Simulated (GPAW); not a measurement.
Input of a GPAW 26.7.0 run:

run.py

```python
from ase import Atoms
from ase.eos import EquationOfState
from ase.io import Trajectory
from ase.units import GPa
from gpaw import GPAW, PW, setup_paths

setup_paths.insert(0, '.')

atoms = Atoms(['Al', 'Al', 'Al', 'Al', 'O', 'O', 'O', 'O', 'O', 'O'],
              cell=[[4.613777, 0.0, 0.0],
                    [0.0, 9.563279, 0.0],
                    [0.0, 0.0, 3.119862]],
              scaled_positions=[[0.982975, 0.824573, 0.0],
                                [0.017025, 0.175427, 0.0],
                                [0.482975, 0.675427, 0.5],
                                [0.517025, 0.324573, 0.5],
                                [0.5, 0.5, 0.5],
                                [0.123635, 0.75305, 0.5],
                                [0.376365, 0.25305, 0.0],
                                [0.623635, 0.74695, 0.0],
                                [0.0, 0.0, 0.0],
                                [0.876365, 0.24695, 0.5]],
              pbc=True)

traj = Trajectory('eos.traj', 'w')
volumes, energies = [], []
for x in [0.94, 0.96, 0.98, 1.0, 1.02, 1.04, 1.06]:
    a = atoms.copy()
    a.set_cell(atoms.cell * x**(1 / 3), scale_atoms=True)
    calc = GPAW(mode=PW(800),
                xc='PBEsol',
                kpts={'size': (4, 2, 6), 'gamma': True},
                occupations={'name': 'fermi-dirac', 'width': 0.05},
                nbands=44,
                convergence={'density': 1e-05, 'energy': 1e-05},
                maxiter=150,
                txt=f'eos-{x:.2f}.txt')
    a.calc = calc
    energies.append(a.get_potential_energy(force_consistent=True))
    volumes.append(a.get_volume())
    p = -a.get_stress()[:3].mean() / GPa
    calc.write(f'eos-{x:.2f}.gpw')
    traj.write(a)
    print(f'{x:.2f} {volumes[-1]:10.4f} A^3 {energies[-1]:14.6f} eV {p:9.3f} GPa', flush=True)

v0, e0, B = EquationOfState(volumes, energies, eos='birchmurnaghan').fit()
print(f'V0 = {v0:.4f} A^3, E0 = {e0:.6f} eV, B0 = {B / GPa:.2f} GPa')
```

Potentials or basis: PAW data sets generated in the run's folder for this functional, pw.

The run is started by

```console
$ gpaw-setup -f PBEsol Al O
$ OMP_NUM_THREADS=1 python run.py
```

**Question.** What does it give for the equilibrium volume?

**Answer.** 13.70 Å³/atom.

**Question.** What does it give for the pressure derivative of the bulk modulus?

**Answer.** 4.1.

**Question.** Estimate the bulk modulus at fixed shape and positions.

**Answer.** 150 GPa.

Energy against volume, from the lowest point:
| volume (Å³/atom) | energy (meV/atom) |
| --- | --- |
| 12.940 | 21.70 |
| 13.215 | 8.48 |
| 13.490 | 1.43 |
| 13.766 | 0.00 |
| 14.041 | 3.59 |
| 14.316 | 11.77 |
| 14.592 | 24.04 |

Caveat: the cell was scaled at fixed shape and fractional positions, which overstates the stiffness of a crystal with free parameters, most of all of layers and chains.
